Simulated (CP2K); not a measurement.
# BeTe under changes of volume

One of the cells (21.254 Å³/atom); the others are scaled copies at fixed shape and fractional positions:

```
CELL_PARAMETERS angstrom
3.91737 0.00000 0.00000
1.95869 3.39254 0.00000
1.95869 1.13085 3.19852
ATOMIC_POSITIONS crystal
Te 0.75000 0.75000 0.75000
Be 0.00000 0.00000 0.00000
```

| Quantity | Value |
| --- | --- |
| Program | CP2K 2026.2 |
| Functional | r2SCAN |
| Potentials or basis | POTENTIAL_UZH Te GTH-SCAN-q6, Be GTH-SCAN-q4; TZVP-MOLOPT-SCAN-GTH basis |
| Density cutoff | 17007 eV |
| k mesh | 8 × 8 × 8 |
| Occupations | fermi-dirac, width 0.01 eV |
| Spin | no spin polarisation |

```csv
volume (Å³/atom),energy over the lowest point (meV/atom),pressure (GPa),gap on the mesh (eV)
19.979,?,?,?
20.404,57.24,8.3,2.82
20.829,37.55,6.5,2.87
21.254,22.36,4.9,2.92
21.679,11.29,3.5,2.96
22.104,3.94,2.1,3.01
22.529,0.00,0.9,3.04
```

Q: What does the run at 19.979 Å³/atom give?

A: Energy over the lowest point 81.87 meV/atom; pressure 10.3 GPa; gap on the mesh 2.76 eV.

Worked out: A Birch-Murnaghan fit of order 3 (a polynomial in V^(-2/3)) to the other rows has its minimum at 22.86 Å³/atom, just outside them, with B0 = V·E''(V) = 58 GPa and B' = 4.0. It gives 81.90 meV/atom at 19.979 Å³/atom, against the run's 81.87, and -dE/dV = 10.3 GPa, against 10.3. A straight line through the other rows of the gap, of slope 2.25 eV per unit of ln V, extrapolates to 2.78 eV, against the run's 2.76.

Energies are extrapolated to zero smearing.

Caveats: spin-orbit coupling is left out, which moves the levels of the heavy elements; the basis of atomic orbitals isn't converged, which shifts pressures, moduli and gaps.

A mesh can miss the band edges.
